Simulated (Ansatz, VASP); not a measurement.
# Two plane-wave programs on TiC

```
CELL_PARAMETERS angstrom
3.04209 0.00000 0.00000
-1.52104 2.63452 0.00000
0.00000 0.00000 2.69797
ATOMIC_POSITIONS crystal
Ti 0.00000 0.00000 0.50000
C 0.33333 0.66667 0.00000
```

The cell was built by a generator and needn't be a form met in nature.

Alike in both runs: task band structure; functional revPBE; k mesh 10 × 10 × 10; occupations fermi-dirac, width 0.05 eV; no spin polarisation.

|  | VASP | Ansatz |
| --- | --- | --- |
| version | VASP 6.6.1 | Ansatz 0.2.0 |
| potentials or method | VASP PAW PBE potentials, release 64 (Ti_sv, C) | Ansatz PAW |
| plane-wave cutoff (eV) | 520 | 420 |
| valence electrons in the cell | 16 | 16 |

Ansatz gave:

```
gap on the k mesh at the Fermi level (eV)       : none
pressure (GPa)                                  : 3.1
largest component of the traceless stress (GPa) : 0.08
```

**Question.** Which values does VASP return?

**Answer.** gap on the k mesh at the Fermi level (eV): none; pressure (GPa): 3.2; largest component of the traceless stress (GPa): 0.08.

A gap of «none» marks a metal or a gap that the smearing closes. The functional is the same, so the differences come from potentials, cutoffs and numerics.

Caveats: the PAW data sets were made with another functional, which shifts forces and pressure a little (VASP); the PAW data sets come from PBE, with cores solved anew for the run's functional, which leaves a small shift of forces and pressure (Ansatz).
